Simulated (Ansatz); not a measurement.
# Ag (P6_3/mmc) in Ansatz: single point with PBE0

Aim: the single point of Ag with PBE0.

Everything below comes from runs of Ansatz 0.2.0. Logs are shortened: lines on timing, memory, paths and dates and some standing lists are left out, and cuts for length are marked.

## 1. Starting point

The structure is hexagonal, space group P6_3/mmc (No. 194). The conventional cell has a = 2.930 Å, b = 2.930 Å, c = 4.790 Å, α = 90.00°, β = 90.00°, γ = 120.00°. Around Ag (site symmetry -6m2) lie 12 Ag at 2.93 Å.

This isn't the form of Ag at room conditions, which is fcc.

## 2. Single point, PBE0

Input file input.yaml:

```yaml
crystal:
  lattice:
    - [2.93, 0.0, 0.0]
    - [-1.465, 2.5374544331, 0.0]
    - [0.0, 0.0, 4.79]
  atoms:
    - { symbol: Ag, position: [0.6666666667, 0.3333333333, 0.75] }
    - { symbol: Ag, position: [0.3333333333, 0.6666666667, 0.25] }
hamiltonian:
  xc: pbe0
  pseudopotentials: { kind: paw }
kpoints:
  mp_grid: { grid: [5, 5, 3] }
scf:
  occupations: { method: fermi_dirac, width: 0.05 }
output:
  forces: true
  stress: true
  eigenvalues: true
```

Potentials or basis: Ansatz PAW.

The run is started by

```console
$ ansatz run input.yaml --threads 2 --pin off --max-ram 5632MiB --backend cpu --events-out ev --progress --plain --runs-dir out
```

The log of the run:

```text
Warning: output.stress: scf.convergence.dr2_threshold = 1e-7 eV (the SCF's general default) is looser than the 2e-10 eV advised for a printed stress (1e-10 eV for each atom of the cell: 2). What an SCF threshold leaves in a stress goes as its square root, and in the free energy as the threshold itself, and one threshold admits the most on a small cell: of the crystals measured, under no hybrid functional and no lock of the moments, on runs that ended without the residual-converged pass, on stresses that held no estimate of that error, the worst erred by over 100 MPa in a component at 1e-7 eV an atom and by under 5 at 1e-10. Set scf.convergence.dr2_threshold to 2e-10 eV or tighter. The threshold is an SCF's pass mark: one that does not reach it within its budget of iterations ends unconverged, or closes short of it on a stop that the run arms, and scf.convergence.dr2_threshold's page says what that costs each kind of run
Warning: output.stress: scf.exx.energy_threshold = 1e-6 eV is looser than the 2e-8 eV advised for a stress under a hybrid functional (1e-8 eV for each atom of the cell: 2). Every SCF of the exchange loop can meet its threshold on dr2 while the loop round them stops early: no threshold on dr2 bounds what that leaves in the stress. Set scf.exx.energy_threshold to 2e-8 eV or tighter. The threshold is the loop's pass mark: a loop that does not reach it within its budget of cycles ends unconverged, and scf.exx.energy_threshold's page has the law
Warning: RAYON_NUM_THREADS=2 ignored (pool sized by the plan → 2); use --threads N
Engine: ansatz 0.2.0, aarch64-unknown-linux-gnu
Pseudopotentials: kind: paw
Pseudopotential: Ag, paw, valence charge 19, recommended cutoff 420 eV (normal), Ag.paw.azcp
Functional definition: PBE0
  parameter a = 0.25
  parameter kappa = 0.804
  parameter beta = 0.06672455060314922
  exchange = (1 - a)*pbe_x(kappa = kappa, mu = beta*pi^2/3) + a*exact_x
  correlation = pbe_c(beta = beta)
Crystal: 2 atoms, lattice volume = 35.612 Å³
Basis set: ecut = 420 eV, 701 PW (Γ), exchange–correlation on 40×40×72 points (8 copies of the dense FFT grid, shifted against one another)
Bands: 23, of which v1, the nominal top of the filled ones, is band 19 counted from 1 (18 counted from 0)
Symmetry: 24 space group operations
Space group: P63/mmc (ITA 194), of the structure as read, at distance tolerance 3.3e-5 Å
k-points: 10 of 75
Non-local potential: Ag, projectors of the file, l = 0: 3, l = 1: 2, l = 2: 2, l = 3: 1
PAW form: soft (Blöchl's): semilocal exchange-correlation on the pseudo side does not see the compensation charge
PAW frozen core: Ag, regenerated for the run's functional, and the local potential with it (the file was generated under x = pbe(κ = 0.804, μ = 0.2195149727645171), c = pbe(β = 0.06672455060314922))
PAW one-centre angular grid: Ag, 590 points (default); XC on 64 Gauss nodes
Initial density: superposition of atomic densities (neutral atoms: chi_scale 0, normalization atom), corrected by the library's trained network
Initial wavefunctions: pseudopotential atomic-orbital guess
Functional: x = pbe(κ = 0.804, μ = 0.2195149727645171), c = pbe(β = 0.06672455060314922), warm-up for x = 0.75 pbe(κ = 0.804, μ = 0.2195149727645171) + 0.25 exact, c = pbe(β = 0.06672455060314922)
SCF iter   1: F=—  HF=-15181.252129 eV  |F-HF|=—  |Δ(HF+E_count)|=         —  Δρ=2.16e-3  dr2=8.89e-4  ethr=1.77e-3  ⟨swp⟩=7.6  Hψ=896  notcnv=0
preconditioner: auto → none  [insulator: Δε(μ)=0.942 eV  Ē_g=10.981 eV  σ=0.050 eV  W_gap=0.75  n_scr=10 (ndim 8)  ℏωp=29.2 eV  f_vac=0.000  D(μ)=1.20/eV (n_scr^D=2)]
iter 2 solved again at ethr=1.12e-7 eV; its pass at ethr=2.34e-6 eV (dr2=4.27e-5 eV) is discarded
SCF iter   2: F=—  HF=-15181.252324 eV  |F-HF|=—  |Δ(HF+E_count)|=   1.96e-4  Δρ=6.22e-4  dr2=4.26e-5  ethr=1.12e-7  ⟨swp⟩=2.0  Hψ=1035  notcnv=0
SCF iter   3: F=—  HF=-15181.252395 eV  |F-HF|=—  |Δ(HF+E_count)|=   7.09e-5  Δρ=3.21e-4  dr2=8.75e-6  ethr=1.12e-7  ⟨swp⟩=3.0  Hψ=451  notcnv=0
SCF iter   4: F=—  HF=-15181.252423 eV  |F-HF|=—  |Δ(HF+E_count)|=   2.77e-5  Δρ=9.39e-5  dr2=7.59e-7  ethr=2.30e-8  ⟨swp⟩=3.0  Hψ=526  notcnv=0
SCF iter   5: F=—  HF=-15181.252425 eV  |F-HF|=—  |Δ(HF+E_count)|=   2.49e-6  Δρ=1.39e-5  dr2=1.64e-8  ethr=2.00e-9  ⟨swp⟩=3.0  Hψ=523  notcnv=0
SCF iter   6: F=-15181.252425 eV  HF=-15181.252425 eV  |F-HF|=2.15e-10  |Δ(HF+E_count)|=   5.35e-8  Δρ=1.05e-6  dr2=9.30e-11  ethr=4.31e-11  ⟨swp⟩=3.0  Hψ=529  notcnv=0
SCF 1 converged in 6 iterations: F = -15181.252425 eV  dr2 = 9.30e-11
Initial density: handed on by an earlier stage of this run
Initial wavefunctions: those handed on with the density
Functional: x = 0.75 pbe(κ = 0.804, μ = 0.2195149727645171) + 0.25 exact, c = pbe(β = 0.06672455060314922)
Frozen-core exchange: fock
iter 1 solved again at ethr=1.74e-4 eV; its pass at ethr=1.00e-1 eV (dr2=6.61e-2 eV) is discarded
SCF iter   1: F=—  HF=-15186.559362 eV  |F-HF|=—  |Δ(HF+E_count)|=         —  Δρ=1.33e-2  dr2=7.01e-2  ethr=1.74e-4  ⟨swp⟩=3.3  Hψ=946  notcnv=0
preconditioner: auto → none  [insulator: Δε(μ)=1.381 eV  Ē_g=13.754 eV  σ=0.050 eV  W_gap=0.75  n_scr=10 (ndim 8)  ℏωp=29.2 eV  f_vac=0.000  D(μ)=1.20/eV (n_scr^D=2)]
SCF iter   2: F=—  HF=-15186.539132 eV  |F-HF|=—  |Δ(HF+E_count)|=   2.02e-2  Δρ=5.49e-3  dr2=6.47e-3  ethr=1.73e-4  ⟨swp⟩=3.0  Hψ=569  notcnv=0
SCF iter   3: F=—  HF=-15186.536965 eV  |F-HF|=—  |Δ(HF+E_count)|=   2.17e-3  Δρ=1.64e-3  dr2=2.59e-3  ethr=1.25e-5  ⟨swp⟩=3.0  Hψ=563  notcnv=0
SCF iter   4: F=—  HF=-15186.536721 eV  |F-HF|=—  |Δ(HF+E_count)|=   2.44e-4  Δρ=1.28e-4  dr2=2.09e-3  ethr=1.14e-6  ⟨swp⟩=2.2  Hψ=425  notcnv=0
SCF iter   5: F=—  HF=-15186.548459 eV  |F-HF|=—  |Δ(HF+E_count)|=   1.17e-2  Δρ=1.82e-3  dr2=1.34e-3  ethr=6.77e-9  ⟨swp⟩=5.0  Hψ=910  notcnv=0
SCF iter   6: F=—  HF=-15186.548035 eV  |F-HF|=—  |Δ(HF+E_count)|=   4.24e-4  Δρ=7.35e-5  dr2=4.53e-5  ethr=6.77e-9  ⟨swp⟩=4.0  Hψ=784  notcnv=0
SCF iter   7: F=—  HF=-15186.548034 eV  |F-HF|=—  |Δ(HF+E_count)|=   5.87e-7  Δρ=3.70e-6  dr2=4.18e-5  ethr=5.57e-9  ⟨swp⟩=3.0  Hψ=518  notcnv=0
SCF iter   8: F=—  HF=-15186.548259 eV  |F-HF|=—  |Δ(HF+E_count)|=   2.24e-4  Δρ=2.55e-4  dr2=2.65e-5  ethr=1.23e-11  ⟨swp⟩=5.1  Hψ=1019  notcnv=0
SCF iter   9: F=-15186.548250 eV  HF=-15186.548250 eV  |F-HF|=8.93e-9  |Δ(HF+E_count)|=   8.36e-6  Δρ=3.14e-6  dr2=8.87e-7  ethr=1.23e-11  ⟨swp⟩=5.0  Hψ=957  notcnv=0
SCF 2 stopped early in 9 iterations: F = -15186.548250 eV  dr2 = 8.87e-7
hybrid outer 1: dexx = +1.358e-2 eV, tail = 3.24e-5 eV
Frozen-core exchange: fock
SCF iter   1: F=—  HF=-15186.548422 eV  |F-HF|=—  |Δ(HF+E_count)|=         —  Δρ=9.39e-5  dr2=7.04e-6  ethr=4.27e-7  ⟨swp⟩=3.6  Hψ=572  notcnv=0
preconditioner: auto → none  [insulator: Δε(μ)=1.439 eV  Ē_g=13.634 eV  σ=0.050 eV  W_gap=0.75  n_scr=10 (ndim 8)  ℏωp=29.2 eV  f_vac=0.000  D(μ)=1.20/eV (n_scr^D=2)]
SCF iter   2: F=—  HF=-15186.548422 eV  |F-HF|=—  |Δ(HF+E_count)|=   4.56e-7  Δρ=2.41e-5  dr2=5.60e-6  ethr=3.81e-9  ⟨swp⟩=3.0  Hψ=509  notcnv=0
SCF iter   3: F=—  HF=-15186.548542 eV  |F-HF|=—  |Δ(HF+E_count)|=   1.20e-4  Δρ=2.70e-5  dr2=2.27e-7  ethr=1.37e-10  ⟨swp⟩=4.1  Hψ=720  notcnv=0
SCF iter   4: F=—  HF=-15186.548542 eV  |F-HF|=—  |Δ(HF+E_count)|=   7.83e-8  Δρ=6.02e-6  dr2=4.94e-8  ethr=1.37e-10  ⟨swp⟩=3.0  Hψ=535  notcnv=0
SCF iter   5: F=—  HF=-15186.548542 eV  |F-HF|=—  |Δ(HF+E_count)|=  1.02e-10  Δρ=8.16e-7  dr2=4.35e-8  ethr=1.37e-11  ⟨swp⟩=3.0  Hψ=600  notcnv=0
SCF iter   6: F=-15186.548542 eV  HF=-15186.548542 eV  |F-HF|=2.55e-9  |Δ(HF+E_count)|=   3.50e-7  Δρ=4.47e-6  dr2=4.44e-9  ethr=1.49e-12 (applied; sched 1.00e-12)  ⟨swp⟩=4.1  Hψ=782  notcnv=0
SCF 3 converged in 6 iterations: F = -15186.548542 eV  dr2 = 4.44e-9
  Residual-converged pass: ⟨swp⟩=1.4  Hψ=236  notcnv=0  max |occ|·‖R‖ = 2.4e-6 eV (tolerance 2.4e-6 eV)  dr2=4.44e-9  dr2_onsite=9.34e-10  max |Δocc| = 3.4e-21
hybrid outer 2: dexx = +7.448e-7 eV, tail = 4.26e-8 eV, Δε = 2.39e-3 eV (about 8.66e-5 eV left of the loop's levels)
hybrid SCF converged: 2 outer / 15 inner (+6 warm-up), last move |dexx| = 7.45e-7 eV, tail = 4.26e-8 eV
Stability not checked: this state was not tested for a lower state beside it, because the functional holds exact exchange (a hybrid, or Hartree-Fock), whose exchange loop this test does not read (fock_operator; see scf.lower_state_search)
Free energy (F): -15186.548543 eV
Frozen-core exchange: fock
Harris-Foulkes:  -15186.548543 eV  (|F-HF|=2.55e-9)
Internal energy: -15186.539545 eV  (E = F + TS)
E sigma→0 (E₀):  -15186.544044 eV
Entropy (-TS):   -0.008997 eV (-4.499 meV/atom)
Fermi energy:    17.041825 eV
--- Per-component energies (eV) ---
  E_band       = -612.556496
  E_kinetic    = 1057.093709
  E_local      = -4535.874714  (includes V_loc(G=0)·N_el)
  E_nonlocal   = 162.397094
  E_hartree    = 2061.596347
  E_xc         = -284.754197
  E_vxc        = -361.403771  (∫ρ·V_xc dr)
  E_exx        = -175.411547  (= α·E_x^exact, valence–valence)
  E_paw        = -7720.991510  (= ΣΔE_a)
  E_vpaw       = -707.137244  (= ΣTr[D̂ρ^β])
  E_aug_tail   = 0.000656  (compensation charges beyond the density's cutoff)
  E_ewald      = -5749.425102
  E_core_change = -1.170282  (= ΣΔE_core)
  E_smearing   = -0.008997  (= −TS)
  E_closure    = 0.000000  (closes the sum)
  Σ components = -15186.548543   (vs F -15186.548543, Δ=-1.82e-12)
--- Forces (eV/Å), atoms counted from 1 ---
  atom   1  Ag     0.00000000     0.00000000     0.00000000
  atom   2  Ag     0.00000000    -0.00000000    -0.00000000
  max |Σ_I F_I| component: 5.78e-18 eV/Å
--- Stress (GPa, compression-positive) ---
       -1.695899      -0.000000       0.000000
       -0.000000      -1.695899      -0.000000
        0.000000      -0.000000       0.373602
  P = ⅓ Tr σ = -1.0061 GPa (-10.061 kbar)
--- Band table (eV; the first three rows and the last of 10) ---
  k-point 0: bands = ["-81.0703", "-81.0550", "-43.2955", "-43.1624", "-43.1624", "-43.1344", "-43.1344", "-43.1322", "7.4784", "8.3955", "9.8550", "9.9505", "9.9505", "10.1794", "10.1794", "10.5247", "10.5247", "11.5872", "11.5872", "15.6574", "20.4928", "32.8585", "34.7853"]
  k-point 1: bands = ["-81.0667", "-81.0587", "-43.2541", "-43.1735", "-43.1554", "-43.1554", "-43.1415", "-43.1415", "8.3027", "8.5947", "9.8335", "9.8494", "9.8494", "10.0013", "10.0013", "10.9517", "10.9517", "11.4428", "11.4428", "12.1599", "25.1164", "31.2968", "33.2749"]
  k-point 2: bands = ["-81.0658", "-81.0527", "-43.2781", "-43.2044", "-43.1796", "-43.1761", "-43.1444", "-43.1417", "8.4940", "8.8055", "9.6255", "9.9006", "10.0343", "10.2562", "10.5150", "10.5387", "10.6883", "10.7147", "11.6785", "18.6379", "20.8478", "28.4156", "31.7274"]
  k-point 9: bands = ["-81.0522", "-81.0505", "-43.2810", "-43.2706", "-43.2265", "-43.2066", "-43.1833", "-43.1700", "8.7078", "9.1330", "9.2017", "9.6250", "9.7490", "10.7114", "10.8566", "11.0257", "11.5610", "11.7764", "18.7841", "19.2370", "22.5771", "22.7192", "24.9270"]
```

It took 6.6 s on 2 threads of Arm Neoverse V2, shared host; peak memory 0.55 GiB.

What came out:

```
Free energy            : -15186.5485 eV
Pressure               : -1.0 GPa
Band gap on the k mesh : none (metal or under the smearing width)
```

Caveat: the k mesh is coarse (spacing up to 0.50 Å⁻¹), so the values aren't converged, least of all with exact exchange; the PAW data sets come from PBE, with cores solved anew for the run's functional, which leaves a small shift of forces and pressure; the thresholds are loose for stress.
